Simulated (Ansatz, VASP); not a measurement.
# Two plane-wave programs on BN

```
B N
1.0
     0.00000    1.82103    1.82103
     1.82103    0.00000    1.82103
     1.82103    1.82103    0.00000
B N
1 1
Cartesian
  0.0000 0.0000 0.0000
  0.9105 0.9105 0.9105
```

Alike in both runs: task single point; functional HSE06; k mesh 4 × 4 × 4; occupations fermi-dirac, width 0.05 eV; no spin polarisation.

|  | VASP | Ansatz |
| --- | --- | --- |
| version | VASP 6.6.1 | Ansatz 0.2.0 development build |
| potentials or method | VASP PAW PBE potentials, release 64 (B, N) | plane waves, PAW datasets (generated soft set 1) |
| plane-wave cutoff (eV) | 520 | 420 |
| valence electrons in the cell | 8 | 8 |

|  | VASP | Ansatz | Ansatz less VASP |
| --- | --- | --- | --- |
| gap on the k mesh at the Fermi level (eV) | 5.77 | 5.78 | +0.009 |

The functional is the same, so the differences come from potentials, cutoffs and numerics.

Caveats: the k mesh is coarse (spacing up to 0.75 Å⁻¹), so the values aren't converged, least of all with exact exchange. A k mesh can miss the band edges.
